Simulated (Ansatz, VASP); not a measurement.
# Sb in VASP and in Ansatz

```
Sb
1.0
     3.34639    0.00000    0.00000
    -1.67319    2.89806    0.00000
     0.00000    0.00000    5.29423
Sb
2
Direct
  0.33333 0.66667 0.25000
  0.66667 0.33333 0.75000
```

Change from the starting cell: volume scaled by 0.98.

Alike in both runs: task single point; functional PBEsol; k mesh 12 × 12 × 7; occupations fermi-dirac, width 0.05 eV; no spin polarisation.

```csv
,VASP,Ansatz
version,VASP 6.6.1,Ansatz 0.2.0
potentials or method,"VASP PAW PBE potentials, release 64 (Sb), cutoff 520 eV","all-electron LAPW, scalar-relativistic"
```

VASP gave:

```
pressure (GPa)                                  : 1.3
largest component of the traceless stress (GPa) : 0.84
```

What did Ansatz give for the same quantities?

Pressure (GPa): 1.3; largest component of the traceless stress (GPa): 0.85.

Ansatz ran all-electron here, so the differences hold the error of VASP's frozen core and of both bases.

Caveats: the PAW data sets were made with another functional, which shifts forces and pressure a little (VASP). The runs have no spin-orbit coupling, so splittings on Sb are missing.
